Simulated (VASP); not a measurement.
Ti2Se3:

```
Ti Se
1.0
     4.58281    0.00000    0.00000
    -2.29141    3.96883    0.00000
     0.00000    0.00000    5.68427
Ti Se
2 3
Direct
  0.00000 0.00000 0.00000
  0.33333 0.66667 0.50000
  0.66667 0.33333 0.24227
  0.66667 0.33333 0.75773
  0.00000 0.00000 0.50000
```

The cell was built by a generator and needn't be a form met in nature.

| Item | Value |
| --- | --- |
| Program | VASP 6.6.1 |
| Task | relaxation of cell and atoms |
| Functional | PBE |
| Potentials or basis | VASP PAW PBE potentials, release 64 (Ti_sv, Se) |
| Cutoff | 520 eV |
| k mesh | 4 × 4 × 3 |
| Occupations | gaussian, width 0.15 eV |
| Spin | no spin polarisation |

At the start: pressure -2.9 GPa; volume 20.68 Å³/atom.

**Question.** How do energy, volume and symmetry change on relaxing?

**Answer.** Over 15 steps the energy falls by 273.2 meV/atom and the volume is 23.51 Å³/atom (+13.7 %); space group P-6m2 (No. 187, to 0.05 Å).

Step by step:
```tsv
step	energy change (eV)	largest force (eV/Å)	pressure (GPa)	volume (Å³)
1	0.0000	0.9556	-2.94	103.39
2	-0.1771	0.6552	0.99	97.78
3	-0.1860	0.5848	2.03	96.54
4	-0.1858	0.5498	2.63	95.96
5	-0.2806	0.0588	1.49	98.10
6	-0.3551	0.7234	0.08	101.63
7	-0.4339	0.7334	-0.38	102.83
8	-0.6692	0.6683	-0.11	106.07
9	-1.1523	0.2234	0.06	111.20
10	-0.6549	0.1385	6.96	116.41
11	-1.3285	0.2313	1.21	113.33
12	-1.3025	0.1270	3.15	114.91
13	-1.3475	0.1783	2.07	114.19
14	-1.3303	0.3042	-1.69	122.48
15	-1.3661	0.0303	0.19	117.53
```

Final structure:
```cif
data_structure
_symmetry_space_group_name_H-M 'P 1'
_symmetry_Int_Tables_number 1
_cell_length_a 3.9849
_cell_length_b 3.9849
_cell_length_c 8.5460
_cell_angle_alpha 90.000
_cell_angle_beta 90.000
_cell_angle_gamma 120.000
_cell_volume 117.53
loop_
_atom_site_label
_atom_site_type_symbol
_atom_site_fract_x
_atom_site_fract_y
_atom_site_fract_z
_atom_site_occupancy
Ti1 Ti 0.00000 0.00000 0.00000 1
Ti2 Ti 0.33333 0.66667 0.50000 1
Se1 Se 0.66667 0.33333 0.17435 1
Se2 Se 0.66667 0.33333 0.82565 1
Se3 Se 0.00000 0.00000 0.50000 1
```

Caveat: the k mesh is coarse (spacing up to 0.40 Å⁻¹), so the values aren't converged.
